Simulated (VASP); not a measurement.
**InSb (strained zincblende), PBE single-point calculation: Ansatz's output and VASP's**

```
In Sb
1.0
     0.00000    3.27951    3.21392
     3.27951    0.00000    3.21392
     3.27951    3.27951    0.00000
In Sb
1 1
Direct
  0.00000 0.00000 0.00000
  0.25000 0.25000 0.25000
```

Ansatz printed

```
SCF 1 converged in 6 iterations: F = -12082.538116 eV  dr2 = 5.19e-9
  greatest PAW one-centre occupation: 0.995 electrons in one spin orbital (limit 2), on the Sb atom at site 1 (counted from 0), in its partial waves of l = 2
NSCF: frozen V_eff on 7 k-points
SCF converged after 6 iterations
Free energy (F): -12082.538116 eV
Harris-Foulkes:  -12082.538116 eV  (|F-HF|=7.77e-9)
Internal energy: -12082.537962 eV  (E = F + TS)
E sigma→0 (E₀):  -12082.538039 eV
Entropy (-TS):   -0.000153 eV (-0.077 meV/atom)
Fermi energy:    7.204132 eV
--- Per-component energies (eV) ---
  E_band       = -265.181298
  E_kinetic    = 450.606118
  E_local      = -3221.608104  (includes V_loc(G=0)·N_el)
  E_nonlocal   = 729.971770
  E_hartree    = 1385.693811
  E_xc         = -353.637804
  E_vxc        = -195.447508  (∫ρ·V_xc dr)
  E_paw        = -8731.471704  (= ΣΔE_a)
  E_vpaw       = -800.095084  (= ΣTr[D̂ρ^β])
  E_aug_tail   = 0.000024  (compensation charges beyond the density's cutoff)
  E_ewald      = -2342.092075
  E_smearing   = -0.000153  (= −TS)
  E_closure    = -0.000000  (closes the sum)
  Σ components = -12082.538116   (vs F -12082.538116, Δ=0.00e0)
--- Forces (eV/Å), atoms counted from 1 ---
  atom   1  In     0.00000000     0.00000000    -0.00000000
  atom   2  Sb    -0.00000000    -0.00000000     0.00000000
  max |Σ_I F_I| component: 6.94e-17 eV/Å
--- Stress (GPa, compression-positive) ---
        2.223139      -0.000000       0.000000
       -0.000000       2.223139       0.000000
        0.000000       0.000000       2.658121
  P = ⅓ Tr σ = 2.3681 GPa (23.681 kbar)
--- Band table (eV; the first three rows and the last of 30) ---
  k-point 0: bands = ["-21.3543", "-21.3543", "-21.3543", "-21.3390", "-21.3387", "-7.3881", "-7.3881", "-7.3844", "-7.3084", "-7.3058", "-3.4327", "6.8896", "7.1493", "7.1493", "7.2438", "10.1233", "10.1676", "10.1676"]
  k-point 1: bands = ["-21.3543", "-21.3541", "-21.3540", "-21.3389", "-21.3385", "-7.3984", "-7.3828", "-7.3803", "-7.3090", "-7.3061", "-3.1899", "4.7204", "6.8150", "6.8973", "8.1178", "10.5769", "10.6031", "10.8897"]
  k-point 2: bands = ["-21.3543", "-21.3536", "-21.3535", "-21.3387", "-21.3382", "-7.4207", "-7.3735", "-7.3712", "-7.3088", "-7.3051", "-2.5640", "2.6206", "6.3315", "6.4440", "7.8475", "10.9669", "11.0345", "12.9445"]
  k-point 29: bands = ["-21.3557", "-21.3521", "-21.3521", "-21.3395", "-21.3369", "-7.4640", "-7.3446", "-7.3446", "-7.3287", "-7.2980", "-1.4856", "1.4063", "4.9094", "4.9094", "8.4300", "8.4985", "15.2674", "15.2674"]
```

The two codes use different PAW datasets and cutoffs. VASP's cell holds 18 valence electrons and Ansatz's 28. Ansatz's stress includes a Pulay correction; VASP's doesn't.

What does VASP give for the same cell and level of theory?

gap between bands v and c 0.00 eV; least direct gap 0.00 eV; pressure 2.3 GPa.

From OUTCAR

```
k-points           NKPTS =     30   k-points in BZ     NKDIM =     30   number of bands    NBANDS=     16

   NELECT =      18.0000    total number of electrons

   dimension x,y,z NGX =    36 NGY =   36 NGZ =   36
   dimension x,y,z NGXF=    72 NGYF=   72 NGZF=   72

  energy-cutoff  :      520.00
  volume of cell :       69.13
      direct lattice vectors                 reciprocal lattice vectors
     0.000000000  3.279513017  3.213922757    -0.152461660  0.152461660  0.155573123
     3.279513017  0.000000000  3.213922757     0.152461660 -0.152461660  0.155573123
     3.279513017  3.279513017  0.000000000     0.152461660  0.152461660 -0.155573123

 k-points in reciprocal lattice and weights: KPOINTS created by Atomic Simulation Env
   0.00000000  0.00000000  0.00000000       0.005
   0.16666667  0.00000000  0.00000000       0.037
   0.33333333  0.00000000  0.00000000       0.037
   0.50000000  0.00000000  0.00000000       0.019
   0.16666667  0.16666667  0.00000000       0.009
   0.33333333  0.16666667  0.00000000       0.037
   0.50000000  0.16666667  0.00000000       0.037
  -0.33333333  0.16666667  0.00000000       0.037
   ...

 E-fermi :   4.9612

 k-point     1 :       0.0000    0.0000    0.0000
  band No.  band energies     occupation
      1      -9.6402      2.00000
      2      -9.6402      2.00000
      3      -9.6363      2.00000
      4      -9.5603      2.00000
      5      -9.5573      2.00000
      6      -5.6739      2.00000
      7       4.6495      2.00000
      8       4.9064      1.87893
      9       4.9064      1.87893
     10       5.0008      0.24215
     11       7.8684      0.00000
     12       7.9127      0.00000
     13       7.9127      0.00000
     14      10.6549      0.00000
     15      13.0341      0.00000
     16      13.3157      0.00000

 k-point     2 :       0.1667    0.0000    0.0000
  band No.  band energies     occupation
      1      -9.6502      2.00000
      2      -9.6351      2.00000
      3      -9.6325      2.00000
      4      -9.5607      2.00000
      5      -9.5574      2.00000
      6      -5.4311      2.00000
      7       2.4749      2.00000
      8       4.5708      2.00000
      9       4.6532      2.00000
     10       5.8730      0.00000
     11       8.3220      0.00000
     12       8.3479      0.00000
     13       8.6390      0.00000
     14      11.7430      0.00000
     15      12.1644      0.00000
     16      12.3234      0.00000

 k-point     3 :       0.3333    0.0000    0.0000
  band No.  band energies     occupation
      1      -9.6720      2.00000
      2      -9.6261      2.00000
      3      -9.6237      2.00000
      4      -9.5604      2.00000
      5      -9.5561      2.00000
      6      -4.8046      2.00000
      7       0.3706      2.00000
      8       4.0861      2.00000
      9       4.1986      2.00000
     10       5.6003      0.00000
     11       8.7100      0.00000
     12       8.7774      0.00000
     13      10.6948      0.00000
     14      11.6523      0.00000
     15      12.6500      0.00000
     16      12.6607      0.00000

 k-point     4 :       0.5000    0.0000    0.0000
  band No.  band energies     occupation
      1      -9.6828      2.00000
      2      -9.6224      2.00000
      3      -9.6201      2.00000
      4      -9.5594      2.00000
      5      -9.5547      2.00000
      6      -4.3484      2.00000
      7      -0.6052      2.00000
      8       3.8935      2.00000
      9       4.0189      2.00000
     10       5.4406      0.00000
     11       8.6952      0.00000
     12       8.7983      0.00000
     13      11.0445      0.00000
     14      13.1160      0.00000
     15      14.0120      0.00000
     16      14.1481      0.00000

 k-point     5 :       0.1667    0.1667    0.0000
  band No.  band energies     occupation
      1      -9.6573      2.00000
      2      -9.6300      2.00000
      3      -9.6300      2.00000
      4      -9.5645      2.00000
      5      -9.5549      2.00000
      6      -5.3417      2.00000
      7       2.4413      2.00000
      8       4.0588      2.00000
      9       4.0588      2.00000
     10       6.6959      0.00000
     11       7.3178      0.00000
     12       9.1529      0.00000
     13       9.1530      0.00000
     14      11.1507      0.00000
     15      12.3657      0.00000
     16      13.3225      0.00000

 k-point     6 :       0.3333    0.1667    0.0000
  band No.  band energies     occupation
      1      -9.6768      2.00000
      2      -9.6212      2.00000
      3      -9.6202      2.00000
      4      -9.5670      2.00000
      5      -9.5531      2.00000
      6      -4.8246      2.00000
      7       0.8211      2.00000
      8       3.3991      2.00000
      9       3.5811      2.00000
     10       6.7641      0.00000
     11       7.7908      0.00000
     12       9.6036      0.00000
     13       9.7839      0.00000
     14      12.0313      0.00000
     15      13.2633      0.00000
     16      13.5645      0.00000

 ...

  Total        0.9503050      0.9503050      1.1380034      0.0000000      0.0000000      0.0000000
  in kB       22.0236578     22.0236578     26.3736355      0.0000000      0.0000000      0.0000000
  external PRESSURE =      23.4736504 kB  Pullay stress =       0.0000000 kB

 POSITION                                       TOTAL-FORCE (eV/Angst)
 -----------------------------------------------------------------------------------
      0.00000      0.00000      0.00000         0.000000      0.000000     -0.000000
      1.63976      1.63976      1.60696        -0.000000     -0.000000      0.000000
 -----------------------------------------------------------------------------------
    total drift:                               -0.000000     -0.000000      0.000000

  FREE ENERGIE OF THE ION-ELECTRON SYSTEM (eV)
  ---------------------------------------------------
  free  energy   TOTEN  =        -6.9030790393 eV

  energy  without entropy=       -6.9029260812  energy(sigma->0) =       -6.90300256
```
